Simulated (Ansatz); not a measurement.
Fe:

```
Fe
1.0
    -1.44300    1.44300    1.44300
     1.44300   -1.44300    1.44300
     1.44300    1.44300   -1.44300
Fe
1
Direct
  0.00000 0.00000 0.00000
```

| Item | Value |
| --- | --- |
| Program | Ansatz 0.2.0 |
| Task | relaxation of cell and atoms |
| Functional | BLYP |
| Dispersion | D4 |
| Potentials or basis | all-electron LAPW, scalar-relativistic |
| Basis error allowed | 0.001 eV/atom |
| k mesh | 13 × 13 × 13 |
| Occupations | fermi-dirac, width 0.05 eV |
| Spin | collinear spin, ferromagnetic start |
| Starting moments | [3.0] μB |

At the start: volume 12.02 Å³/atom.

**Question.** How do energy, volume and symmetry change on relaxing?

**Answer.** Over 5 steps the energy falls by 31.1 meV/atom and the volume is 11.23 Å³/atom (-6.6 %); space group Im-3m (No. 229, to 0.05 Å); moment 2.08 μB per cell.

The path:
| step | energy change (eV) | largest force (eV/Å) | volume (Å³) |
| --- | --- | --- | --- |
| 1 | 0.0000 | 0.0000 | 12.02 |
| 2 | -0.0265 | 0.0000 | 11.52 |
| 3 | -0.0308 | 0.0000 | 11.16 |
| 4 | -0.0311 | 0.0000 | 11.23 |
| 5 | -0.0311 | 0.0000 | 11.23 |

Final structure:
```
Fe
1.0
    -1.41073    1.41073    1.41073
     1.41073   -1.41073    1.41073
     1.41073    1.41073   -1.41073
Fe
1
Direct
  0.00000 0.00000 0.00000
```
